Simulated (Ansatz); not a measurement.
Ag:

```
CELL_PARAMETERS angstrom
0.00000 2.04275 2.04275
2.04275 0.00000 2.04275
2.04275 2.04275 0.00000
ATOMIC_POSITIONS crystal
Ag 0.00000 0.00000 0.00000
```

Base run:

| Item | Value |
| --- | --- |
| Program | Ansatz 0.2.0 |
| Functional | RPBE |
| Potentials or basis | Ansatz PAW |
| Cutoff | 420 eV (not typed: the program's choice for these potentials) |
| k mesh | 11 × 11 × 11 |
| Occupations | fermi-dirac, width 0.05 eV |
| Spin | no spin polarisation |

Its results: band gap on the k mesh none (metal or under the smearing width); pressure 8.5 GPa.

Task: After a change of settings the same cell gave: band gap on the k mesh none (metal or under the smearing width); pressure 7.4 GPa. Which change was it?
A. functional from RPBE to PBEsol
B. functional from RPBE to BLYP
C. functional from RPBE to revPBE
D. functional from RPBE to r2SCAN; cutoff from 420 eV (not typed: the program's choice for these potentials) to 500 eV (not typed: the program's choice for these potentials)

Result: C.

Caveats: the PAW data sets come from PBE, with cores solved anew for the run's functional, which leaves a small shift of forces and pressure.

Runs at the PBE level aren't shown here.
